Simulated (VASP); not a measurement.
A run of VASP 6.6.1 is set up as follows.

Contents of POSCAR:

```
AlN
1.0
    0.0000000000      2.0345180000      1.9836550500
    2.0345180000      0.0000000000      1.9836550500
    2.0345180000      2.0345180000      0.0000000000
Al N
1 1
Direct
    0.5000000000      0.5000000000      0.5000000000
    0.0000000000      0.0000000000      0.0000000000
```

INCAR.step1

```
  ALGO = Normal
  EDIFF = 1E-4
  ENCUT = 520
  GGA = PE
  ISMEAR = 0
  LASPH = T
  LCHARG = F
  LREAL = F
  LWAVE = T
  NBANDS = 11
  NELM = 100
  PREC = Accurate
  SIGMA = 0.05
```

File INCAR.step2:

```
  ALGO = Normal
  EDIFF = 1E-6
  ENCUT = 520
  ISIF = 2
  ISMEAR = 0
  ISTART = 1
  LASPH = T
  LCHARG = F
  LMIXTAU = T
  LREAL = F
  LWAVE = F
  METAGGA = R2SCAN
  NBANDS = 11
  NELM = 100
  PREC = Accurate
  SIGMA = 0.05
```

The input KPOINTS:

```
k-points
0
Gamma
  10 10 10
```

Potentials or basis: VASP PAW PBE potentials, release 64 (Al, N).

Command:

```console
$ cat potpaw_PBE.64/Al/POTCAR potpaw_PBE.64/N/POTCAR > POTCAR
$ cp INCAR.step1 INCAR
$ mpirun -np 1 vasp_std > vasp.out
$ cp INCAR.step2 INCAR
$ mpirun -np 1 vasp_std > vasp.out
```

What does it give for the pressure?

0.1 GPa.

Estimate the band gap on the k mesh.

5.34 eV, indirect (least direct gap 6.54 eV).

Stress tensor (GPa, compression positive):
```
-2.48  0.00  0.00
 0.00 -2.48  0.00
 0.00  0.00  5.34
```

Caveat: the PAW data sets were made with another functional, which shifts forces and pressure a little. A k mesh can miss the band edges.
